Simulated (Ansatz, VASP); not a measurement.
# KTaO3 in VASP and in Ansatz

```
K Ta O
1.0
     4.10331    0.00000    0.00000
     0.00000    4.10331    0.00000
     0.00000    0.00000    4.10331
K Ta O
1 1 3
Cartesian
  2.0517 2.0517 2.0517
  0.0000 0.0000 0.0000
  2.0517 0.0000 0.0000
  0.0000 2.0517 0.0000
  0.0000 0.0000 2.0517
```

Alike in both runs: task single point; functional PBE; k mesh 6 × 6 × 6; no spin polarisation.

|  | VASP | Ansatz |
| --- | --- | --- |
| version | VASP 6.6.1 | Ansatz 0.2.0 |
| potentials or method | VASP PAW PBE potentials, release 64 (K_sv, Ta_pv, O) | plane waves, PAW |
| plane-wave cutoff (eV) | 520 | 420 |
| occupations | gaussian, width 0.01 eV | fixed |
| valence electrons in the cell | 38 | 40 |

|  | VASP | Ansatz | Ansatz less VASP |
| --- | --- | --- | --- |
| gap on the k mesh at the Fermi level (eV) | 1.98 | 2.02 | +0.042 |
| pressure (GPa) | -9.2 | -9.6 | -0.42 |

The two sets of potentials don't hold the same shells in valence.

Caveats: spin-orbit coupling is left out, which moves the levels of the heavy elements. A k mesh can miss the band edges. PBE gaps usually lie below the measured ones, often by a third to a half.
